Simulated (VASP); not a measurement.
**VASP 6.6.1 run: C**

INCAR

```
NBANDS = 11
ENCUT = 520
ISIF = 2
LCHARG = .FALSE.
ALGO = Normal
MAGMOM = 2 2
NSW = 0
LWAVE = .FALSE.
EDIFF = 1E-6
LREAL = .FALSE.
ISMEAR = 0
PREC = Accurate
IBRION = -1
SIGMA = 0.01
NELM = 120
GGA = PS
LASPH = .TRUE.
ISPIN = 2
```

KPOINTS

```
KPOINTS created by Atomic Simulation Environment
0
Gamma
12 12 12
0 0 0
```

POSCAR

```
C
 1.0000000000000000
     0.0000000000000000    1.7089191768000001    1.7961065759999999
     1.7089191768000001    0.0000000000000000    1.7961065759999999
     1.7089191768000001    1.7089191768000001    0.0000000000000000
 C
   2
Cartesian
  0.0000000000000000  0.0000000000000000  0.0000000000000000
  0.8544595884000000  0.8544595884000000  0.8980532879999997
```

The recommended PBE PAW datasets give the neutral cell 8 valence electrons.

Command

```
mpirun -np 1 vasp_std
```

Q: How does this run end, and what does it give?

A: It converged. Results: pressure 35.7 GPa; magnetic moment of the cell 0.00 μB.

OSZICAR

```
N       E                     dE             d eps       ncg     rms          rms(c)
DAV:   1     0.308510480239E+01    0.30851E+01   -0.49331E+03  7379   0.736E+02
DAV:   2    -0.158801032306E+02   -0.18965E+02   -0.18310E+02  9143   0.126E+02
DAV:   3    -0.162357351147E+02   -0.35563E+00   -0.35454E+00  8432   0.132E+01
DAV:   4    -0.162362777329E+02   -0.54262E-03   -0.54260E-03  7748   0.621E-01
DAV:   5    -0.162362782710E+02   -0.53809E-06   -0.53808E-06  8268   0.184E-02    0.153E+01
DAV:   6    -0.186236181553E+02   -0.23873E+01   -0.41218E-01  7349   0.509E+00    0.733E+00
DAV:   7    -0.190742311934E+02   -0.45061E+00   -0.10789E-01  8092   0.266E+00    0.337E+00
DAV:   8    -0.191135894879E+02   -0.39358E-01   -0.11035E-01  7649   0.242E+00    0.766E-01
DAV:   9    -0.191134632390E+02    0.12625E-03   -0.29561E-03  7744   0.521E-01    0.472E-01
DAV:  10    -0.191131379775E+02    0.32526E-03   -0.22047E-04  7792   0.138E-01    0.478E-02
DAV:  11    -0.191131697422E+02   -0.31765E-04   -0.78097E-05  7628   0.786E-02    0.213E-02
DAV:  12    -0.191131777563E+02   -0.80141E-05   -0.68243E-06  7541   0.257E-02    0.119E-02
DAV:  13    -0.191131786951E+02   -0.93889E-06   -0.10537E-06  6120   0.895E-03
   1 F= -.19113179E+02 E0= -.19113179E+02  d E =-.750233E-17  mag=    -0.0000
```

Standard output (part)

```
POSCAR found type information on POSCAR C
 POSCAR found :  1 types and       2 ions
 LDA part: xc-table for (Slater+PW92), standard interpolation
 POSCAR, INCAR and KPOINTS ok, starting setup
 WAVECAR not read
 entering main loop
```

For comparison, a separate r²SCAN run of the intended cell, on usual settings and not on those above, gives a gap of 3.84 eV on its mesh and a pressure of 38.9 GPa.
